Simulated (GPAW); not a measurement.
# I (I4/mmm) in GPAW: convergence with plane-wave cutoff (eV)

Aim: find how far plane-wave cutoff (eV) must go before the results for I settle, at RPBE. This setting moves, with any that are tied to it; all else stays.

Everything below comes from runs of GPAW 26.7.0. Logs are shortened: lines on timing, memory, paths and dates and some standing lists are left out, and cuts for length are marked. The log counts tension as positive stress, the text compression.

### 1 Starting point

The structure is tetragonal, space group I4/mmm (No. 139). The conventional cell has a = 3.235 Å, b = 3.235 Å, c = 8.530 Å, α = 90.00°, β = 90.00°, γ = 90.00°. Around I (site symmetry 4/mmm) lie 4 I at 3.23 Å.

### 2 With plane-wave cutoff (eV) 200

Contents of run.py:

```python
from ase.dft.bandgap import bandgap
from ase.io import read, write
from ase.units import GPa
from gpaw import GPAW, PW

atoms = read('I.xyz')

calc = GPAW(mode=PW(200),
            xc='RPBE',
            kpts={'size': (9, 9, 9), 'gamma': True},
            occupations={'name': 'fermi-dirac', 'width': 0.05},
            nbands=10,
            convergence={'density': 1e-05, 'energy': 1e-05},
            maxiter=100,
            txt='gpaw.txt')
atoms.calc = calc
energy = atoms.get_potential_energy()
forces = atoms.get_forces()
stress = atoms.get_stress()
calc.write('gs.gpw')
write('result.traj', atoms)
print(f'Energy: {energy:.6f} eV')
print('Forces (eV/A):')
print(forces.round(4))
print('Stress (GPa):', (stress / GPa).round(3))
print('Fermi level:', round(calc.get_fermi_level(), 4), 'eV')
print(f'Gap: {bandgap(calc)[0]:.4f} eV, direct: {bandgap(calc, direct=True)[0]:.4f} eV')
```

Contents of I.xyz:

```xyz
1
Lattice="-1.6174560000 1.6174560000 4.2648080000 1.6174560000 -1.6174560000 4.2648080000 1.6174560000 1.6174560000 -4.2648080000" Properties=species:S:1:pos:R:3 pbc="T T T"
I      0.0000000000      0.0000000000      0.0000000000
```

Potentials or basis: the program's PAW data sets (release 1.2.1) made for this functional, pw.

The run is started by

```sh
OMP_NUM_THREADS=1 python run.py
```

Run time: 4.7 s. Hardware: 1 thread of Arm Neoverse V2, shared host; peak memory 0.12 GiB.

Results:

```yaml
Free_energy: -1.0953 eV
Pressure: 1.2 GPa
Band_gap_on_the_k_mesh: none (metal or under the smearing width)
```

### 3 With plane-wave cutoff (eV) 250

run.py, as its differences from that of step 2:

```diff
@@ -7,3 +7,3 @@
 
-calc = GPAW(mode=PW(200),
+calc = GPAW(mode=PW(250),
             xc='RPBE',
```

I.xyz is that of step 2.

Potentials or basis: the program's PAW data sets (release 1.2.1) made for this functional, pw.

The run is started by

```sh
OMP_NUM_THREADS=1 python run.py
```

Wall time 8.2 s (1 thread of Arm Neoverse V2, shared host); peak memory 0.13 GiB.

What came out:

| Quantity | Value |
| --- | --- |
| Free energy | -1.0980 eV |
| Pressure | 1.4 GPa |
| Band gap on the k mesh | none (metal or under the smearing width) |

### 4 With plane-wave cutoff (eV) 300

run.py, as its differences from that of step 3:

```diff
@@ -7,3 +7,3 @@
 
-calc = GPAW(mode=PW(250),
+calc = GPAW(mode=PW(300),
             xc='RPBE',
```

I.xyz is that of step 3.

The run is started by

```sh
OMP_NUM_THREADS=1 python run.py
```

It took 7.2 s on 1 thread of Arm Neoverse V2, shared host; peak memory 0.13 GiB.

What came out:

| Property | Result |
| --- | --- |
| Free energy | -1.0986 eV |
| Pressure | 1.3 GPa |
| Band gap on the k mesh | none (metal or under the smearing width) |

### 5 With plane-wave cutoff (eV) 350

run.py, as its differences from that of step 4:

```diff
@@ -7,3 +7,3 @@
 
-calc = GPAW(mode=PW(300),
+calc = GPAW(mode=PW(350),
             xc='RPBE',
```

I.xyz is that of step 4.

The run is started by

```sh
OMP_NUM_THREADS=1 python run.py
```

It took 12 s on 1 thread of Arm Neoverse V2, shared host; peak memory 0.14 GiB.

What came out:

- Free energy: -1.1002 eV
- Pressure: 1.3 GPa
- Band gap on the k mesh: none (metal or under the smearing width)

### 6 With plane-wave cutoff (eV) 400

run.py, as its differences from that of step 5:

```diff
@@ -7,3 +7,3 @@
 
-calc = GPAW(mode=PW(350),
+calc = GPAW(mode=PW(400),
             xc='RPBE',
```

I.xyz is that of step 5.

Potentials or basis: the program's PAW data sets (release 1.2.1) made for this functional, pw.

The run is started by

```sh
OMP_NUM_THREADS=1 python run.py
```

Run time: 15 s. Hardware: 1 thread of Arm Neoverse V2, shared host; peak memory 0.15 GiB.

What came out:

* Free energy: -1.1010 eV
* Pressure: 1.4 GPa
* Band gap on the k mesh: none (metal or under the smearing width)

### 7 With plane-wave cutoff (eV) 500

run.py, as its differences from that of step 6:

```diff
@@ -7,3 +7,3 @@
 
-calc = GPAW(mode=PW(400),
+calc = GPAW(mode=PW(500),
             xc='RPBE',
```

I.xyz is that of step 6.

The run is started by

```sh
OMP_NUM_THREADS=1 python run.py
```

Run time: 15 s. Hardware: 1 thread of Arm Neoverse V2, shared host; peak memory 0.16 GiB.

The run converged. Its results:

* Free energy: -1.1016 eV
* Pressure: 1.4 GPa
* Band gap on the k mesh: none (metal or under the smearing width)

### 8 With plane-wave cutoff (eV) 600

run.py, as its differences from that of step 7:

```diff
@@ -7,3 +7,3 @@
 
-calc = GPAW(mode=PW(500),
+calc = GPAW(mode=PW(600),
             xc='RPBE',
```

I.xyz is that of step 7.

The run is started by

```sh
OMP_NUM_THREADS=1 python run.py
```

Run time: 23 s. Hardware: 1 thread of Arm Neoverse V2, shared host; peak memory 0.18 GiB.

It converged, with:

* Free energy: -1.1017 eV
* Pressure: 1.4 GPa
* Band gap on the k mesh: none (metal or under the smearing width)

### 9 With plane-wave cutoff (eV) 800

run.py, as its differences from that of step 8:

```diff
@@ -7,3 +7,3 @@
 
-calc = GPAW(mode=PW(600),
+calc = GPAW(mode=PW(800),
             xc='RPBE',
```

I.xyz is that of step 8.

Potentials or basis: the program's PAW data sets (release 1.2.1) made for this functional, pw.

The run is started by

```sh
OMP_NUM_THREADS=1 python run.py
```

Run time: 26 s. Hardware: 1 thread of Arm Neoverse V2, shared host; peak memory 0.21 GiB.

The run converged. Its results:

- Free energy: -1.1020 eV
- Pressure: 1.4 GPa
- Band gap on the k mesh: none (metal or under the smearing width)

### 10 With plane-wave cutoff (eV) 1000

run.py, as its differences from that of step 9:

```diff
@@ -7,3 +7,3 @@
 
-calc = GPAW(mode=PW(800),
+calc = GPAW(mode=PW(1000),
             xc='RPBE',
```

I.xyz is that of step 9.

Potentials or basis: the program's PAW data sets (release 1.2.1) made for this functional, pw.

The run is started by

```sh
OMP_NUM_THREADS=1 python run.py
```

gpaw.txt:

```text
__  _  _
 | _ |_)|_||  |
 |__||  | ||/\| - 26.7.0

Input parameters:
  mode=PW(ecut=1000.0),
  convergence={'density': 1e-05, 'energy': 1e-05},
  kpts=MonkhorstPack(size=(9, 9, 9), gamma=True),
  maxiter=100,
  nbands=10,
  occupations=Occupations(name='fermi-dirac', width=0.05),
  xc=XC(name='RPBE')

Diagonalizing LCAO Hamiltonian
Converting LCAO to pw mode

       I

Atoms  # Å, Bohr magnetons
|   | symbol |        x |        y |        z |    initial magnetic moments |
|---|--------|----------|----------|----------|-----------------------------|
| 0 |      I | 0.000000 | 0.000000 | 0.000000 | ( 0.0000,  0.0000,  0.0000) |

Unit cell  # Å
| periodic |         x |         y |         z |  lengths |     angles |
|----------|-----------|-----------|-----------|----------|------------|
|      yes | -1.617456 |  1.617456 |  4.264808 | 4.839516 | 140.949950 |
|      yes |  1.617456 | -1.617456 |  4.264808 | 4.839516 | 140.949950 |
|      yes |  1.617456 |  1.617456 | -4.264808 | 4.839516 |  56.413736 |

Number of symmetries: 16
Symmetry operations  # r_c * U_cc + t_c -> r_c
|    | kind |            matrix            |
|----|------|------------------------------|
|  0 |  σ   |  1, 1, 1,  0, 0,-1,  0,-1, 0 |
|  1 |  C4  |  1, 1, 1,  0, 0,-1, -1, 0, 0 |
|  2 |  E   |  1, 0, 0,  0, 1, 0,  0, 0, 1 |
|  3 |  σ   |  1, 0, 0,  0, 1, 0, -1,-1,-1 |
|  4 |  σ   |  0, 1, 0,  1, 0, 0,  0, 0, 1 |
|  5 |  C2  |  0, 1, 0,  1, 0, 0, -1,-1,-1 |
|  6 |  C2  |  0, 0, 1, -1,-1,-1,  1, 0, 0 |
|  7 |  S4  |  0, 0, 1, -1,-1,-1,  0, 1, 0 |
|  8 |  C4  |  0, 0,-1,  1, 1, 1,  0,-1, 0 |
|  9 |  σ   |  0, 0,-1,  1, 1, 1, -1, 0, 0 |
| 10 |  σ   |  0,-1, 0, -1, 0, 0,  1, 1, 1 |
| 11 |  C2  |  0,-1, 0, -1, 0, 0,  0, 0,-1 |
| 12 |  C2  | -1, 0, 0,  0,-1, 0,  1, 1, 1 |
| 13 |  i   | -1, 0, 0,  0,-1, 0,  0, 0,-1 |
| 14 |  S4  | -1,-1,-1,  0, 0, 1,  1, 0, 0 |
| 15 |  C2  | -1,-1,-1,  0, 0, 1,  0, 1, 0 |

BZ-sampling:
  Number of BZ points: 729
  Number of IBZ points: 75

  Monkhorst-Pack size: [9, 9, 9]
  Monkhorst-Pack shift: [0, 0, 0]

K-points  # in reciprocal-cell coordinates
|     |                                coordinates |     weight |
|-----|--------------------------------------------|------------|
|   0 | (  0.00000000,   0.00000000,   0.00000000) | 0.00137174 |
|   1 | (  0.11111111,  -0.11111111,   0.00000000) | 0.00548697 |
|   2 | (  0.11111111,  -0.11111111,   0.11111111) | 0.00548697 |
|   3 | (  0.11111111,   0.00000000,   0.00000000) | 0.01097394 |
|   4 | (  0.11111111,   0.11111111,  -0.11111111) | 0.00274348 |
|   5 | (  0.22222222,  -0.22222222,   0.00000000) | 0.00548697 |
|   6 | (  0.22222222,  -0.22222222,   0.11111111) | 0.01097394 |
|   7 | (  0.22222222,  -0.22222222,   0.22222222) | 0.00548697 |
|   8 | (  0.22222222,  -0.11111111,   0.00000000) | 0.02194787 |
|   9 | (  0.22222222,  -0.11111111,   0.11111111) | 0.01097394 |
| ... |                                            |            |
|  74 | (  0.44444444,   0.44444444,   0.44444444) | 0.01097394 |

Plane wave coefficients: 3241
Cutoff: 1000.0 eV

Spin-components: 1 (collinear spins)
Bands:           10
Projectors:      5
Spin-degeneracy: 2
Datatype:        complex128

Parallelization:
  kpt:    1
  domain: 1
  band:   1

Density:
  Valence electrons: 7.0
  Components: 1
  Grid points: [36 36 36]
  Charge: 0.0  # |e|

Potential:
  Grid points: [36 36 36]

species:
  I:
    name:    Iodine
    Z:       53.0
    valence: 7
    core:    46
    charge:  0.0  # [|e|]
    compensation charges:
      type: gauss
      rc: 0.37  # [Å]
      lmax: 2
    cutoffs:
      filter: 2.06  # [Å]
      core: 2.90  # [Å]
    projectors
    | kind |    occ | energy [eV] | rcut [Å] |
    |------|--------|-------------|----------|
    |   5s |  2.000 |     -17.323 |    1.164 |
    |   5p |  5.000 |      -7.053 |    1.164 |
    |    s |        |       9.889 |    1.164 |
    |    p |        |      20.158 |    1.164 |
    |    d |        |       0.000 |    1.164 |

    Using partial waves for I as LCAO basis

Reference energy: -193550.173526  # eV

eigensolver:
  PPCG
  Converge bands: occupied
  niter=2

density mixing:
  MSR1-Mixer
  Pratt-step length: 0.05
  Maximum mixing coefficient: 0.75
  Old densities: 10
  SVD Regularization: 0.005
  Good broyden scale: 1.0
  Trust region scale: 1.0
  Backstep threshold: 4.0
  History deletion threshold: 6.0
  Fourier metric: weight=20.0, sigma=0.015

occupation numbers:
  Fermi-Dirac:
    width: 0.0500  # eV

poisson solver:
  ecut: 8000.0  # eV

xc functional:
  name: RPBE with 2 nearest neighbor stencil

convergence criteria:
- Maximum integral of absolute [dens]ity change: 1e-05 electrons / valence electron
- Maximum [total energy] change in last 3 cyles: 1e-05 eV / valence electron
- Maximum integral of absolute [eigenst]ate change: 4e-08 eV^2 / valence electron
maximum number of iterations: 100

SCF iterations
|iter     | |      energy | eigst |  dens |
|---------|-|-------------|-------|-------|
|iter:   1| |   -1.128948 | -0.85 |       |
|iter:   2| |   -1.126063 | -2.86 | -1.33 |
|iter:   3| |   -1.099827 | -2.76 | -1.36 |
|iter:   4| |   -1.099124 | -3.78 | -1.87 |
|iter:   5| |   -1.099222 | -4.83 | -2.43 |
|iter:   6| |   -1.099236 | -6.03 | -3.12 |
|iter:   7| |   -1.099236c| -7.51c| -4.01 |
|iter:   8| |   -1.099236c| -8.39c| -4.57 |
|iter:   9| |   -1.099236c| -9.44c| -5.70c|

Converged in 9 steps
Energy contributions relative to reference atoms: (reference = -193550.173526)

Energy contributions:
  Kinetic:           2.087525
  Coulomb:          -1.777566
  Zero:             -0.007617
  External:          0.000000
  Xc:               -1.398682
  Entropy:          -0.005794
  Spinorbit:         0.000000
  ----------------------------
  Free energy:      -1.102133
  Extrapolated:     -1.099236

dipole moment: (-7.926361, -7.926361, -20.899738)  # |e|*Ang

Fermi level: 2.690
Eigenvalues  # (at kpt = [0.000, 0.000, 0.000])
| band index |      eig [eV] | occ [0-2] |
|------------|---------------|-----------|
|          0 |       -11.033 |     2.000 |
|          1 |         0.361 |     2.000 |
|          2 |         3.501 |     0.000 |
|          3 |         3.501 |     0.000 |
|          4 |         7.204 |     0.000 |
|          5 |        10.088 |     0.000 |
|          6 |        10.804 |     0.000 |
|          7 |        15.476 |     0.000 |
|          8 |        15.476 |     0.000 |
|          9 |        15.740 |     0.000 |

No gap
No difference between direct/indirect transitions

Forces  # eV/Ang
|       x |       y |        z |
|---------|---------|----------|
| 0.00000 | 0.00000 | -0.00000 |  # I    0

Stress tensor  # eV/Ang^3
|         x |         y |         z |
|-----------|-----------|-----------|
| -0.009203 |  0.000000 |  0.000000 |
|  0.000000 | -0.009203 |  0.000000 |
|  0.000000 |  0.000000 | -0.006948 |

# Writing to gs.gpw (mode='')
```

Run time: 46 s. Hardware: 1 thread of Arm Neoverse V2, shared host; peak memory 0.25 GiB.

Results:

```yaml
Free_energy: -1.1021 eV
Pressure: 1.4 GPa
Band_gap_on_the_k_mesh: none (metal or under the smearing width)
```

### 11 Result

| plane-wave cutoff (eV) | energy less the tightest run, at zero smearing (meV/atom) | pressure (GPa) | SCF cycles | CPU time (s) | peak memory (GiB) |
| --- | --- | --- | --- | --- | --- |
| 200 | 6.85 | 1.24 | 9 | 4.7 | 0.12 |
| 250 | 4.10 | 1.38 | 9 | 8.2 | 0.13 |
| 300 | 3.56 | 1.31 | 9 | 7.2 | 0.13 |
| 350 | 1.94 | 1.34 | 9 | 12 | 0.14 |
| 400 | 1.18 | 1.36 | 9 | 15 | 0.15 |
| 500 | 0.50 | 1.36 | 9 | 15 | 0.16 |
| 600 | 0.42 | 1.35 | 9 | 23 | 0.18 |
| 800 | 0.11 | 1.35 | 9 | 26 | 0.21 |
| 1000 | 0.00 | 1.35 | 9 | 46 | 0.25 |

Against the tightest run, the energy stays within 1 meV/atom from 500 on; the pressure stays within 0.1 GPa from 250 on. The tightest run that finished is the yardstick and may itself not be fully converged.

Caveats: an odd number of electrons without spin polarisation forces a metal; a magnetic or distorted state may lie lower; the program warned that so skewed a cell can give wrong results.
